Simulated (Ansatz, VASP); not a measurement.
# Two plane-wave programs on ZrSe2

INCAR

```
ALGO = Normal
EDIFF = 1E-7
ENCUT = 520
GGA = PE
ISIF = 2
ISMEAR = -1
LASPH = T
LCHARG = F
LREAL = F
LWAVE = F
NBANDS = 19
NELM = 100
PREC = Accurate
SIGMA = 0.05
```

File KPOINTS:

```
k-points
0
Gamma
  8 8 5
```

File POSCAR:

```
ZrSe2
1.0
    3.7725092991      0.0000000000      0.0000000000
   -1.8862546495      3.2670888890      0.0000000000
    0.0000000000      0.0000000000      6.1504417008
Zr Se
1 2
Direct
    0.0000000000      0.0000000000      0.0000000000
    0.6666666667      0.3333333333      0.7500000000
    0.3333333333      0.6666666667      0.2500000000
```

Contents of input.yaml:

```yaml
crystal:
  lattice:
    - [3.7725092991, 0.0, 0.0]
    - [-1.8862546495, 3.267088889, 0.0]
    - [0.0, 0.0, 6.1504417008]
  atoms:
    - { symbol: Zr, position: [0.0, 0.0, 0.0] }
    - { symbol: Se, position: [0.6666666667, 0.3333333333, 0.75] }
    - { symbol: Se, position: [0.3333333333, 0.6666666667, 0.25] }
hamiltonian:
  xc: pbe
  pseudopotentials: { kind: paw }
kpoints:
  mp_grid: { grid: [8, 8, 5] }
scf:
  occupations: { method: fermi_dirac, width: 0.05 }
output:
  forces: true
  stress: true
  eigenvalues: true
```

Change from the starting cell: volume scaled by 0.98.

Alike in both runs: task single point; functional PBE; k mesh 8 × 8 × 5; occupations fermi-dirac, width 0.05 eV; no spin polarisation.

```csv
,VASP,Ansatz
version,VASP 6.6.1,Ansatz 0.2.0
potentials or method,"VASP PAW PBE potentials, release 64 (Zr_sv, Se)",Ansatz PAW
plane-wave cutoff (eV),520,420
valence electrons in the cell,24,44
```

Ansatz gave:

- gap on the k mesh at the Fermi level (eV): 0.39
- least direct gap on the mesh (eV): 1.05
- pressure (GPa): 3.7
- largest component of the traceless stress (GPa): 1.06
- rms of the force components (eV/Å): 0.241

Problem. What did VASP give for the same quantities?

Solution. gap on the k mesh at the Fermi level (eV): 0.39; least direct gap on the mesh (eV): 1.05; pressure (GPa): 3.8; largest component of the traceless stress (GPa): 1.07; rms of the force components (eV/Å): 0.250.

Atom by atom the forces differ by 0.009 eV/Å (rms over components). The two sets of potentials don't hold the same shells in valence.

Caveats: this functional lacks dispersion, which binds the layers, so the pressure and a relaxed spacing across them are unreliable; an odd mesh through Γ misses points on the zone boundary, where band edges often lie (VASP); odd divisions of the mesh miss points on the zone boundary, where band edges often lie, so the gap on the mesh can be too wide (Ansatz).
